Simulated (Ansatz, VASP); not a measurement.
**One calculation of PtSe2, two programs**

```
Pt Se
1.0
     3.72400    0.00000    0.00000
    -1.86200    3.22508    0.00000
     0.00000    0.00000    5.06200
Pt Se
1 2
Direct
  0.00000 0.00000 0.00000
  0.33333 0.66667 0.25000
  0.66667 0.33333 0.75000
```

Alike in both runs: task electric field gradients; functional PBE; k mesh 13 × 13 × 8; occupations fermi-dirac, width 0.05 eV; no spin polarisation.

```csv
,VASP,Ansatz
version,VASP 6.6.1,Ansatz 0.2.0
potentials or method,"VASP PAW PBE potentials, release 64 (Pt, Se), cutoff 520 eV","all-electron PAW with datasets made for the crystal, scalar-relativistic"
```

VASP gave:

```
pressure (GPa)                                                 : 7.3
largest component of the traceless stress (GPa)                : 1.36
rms of the force components (eV/Å)                             : 0.269
Vzz of the field gradient on the site that differs most (V/Å²) : 143.5
```

Q: What did Ansatz give for the same quantities?

A: Pressure (GPa): 7.3; largest component of the traceless stress (GPa): 1.35; rms of the force components (eV/Å): 0.266; Vzz of the field gradient on the site that differs most (V/Å²): 91.6.

Atom by atom the forces differ by 0.003 eV/Å (rms over components). Ansatz ran all-electron here, so the differences hold the error of VASP's frozen core and of both bases. Ansatz warned: «gradients_without_spin_orbit».

The runs have no spin-orbit coupling, so splittings on Pt are missing.
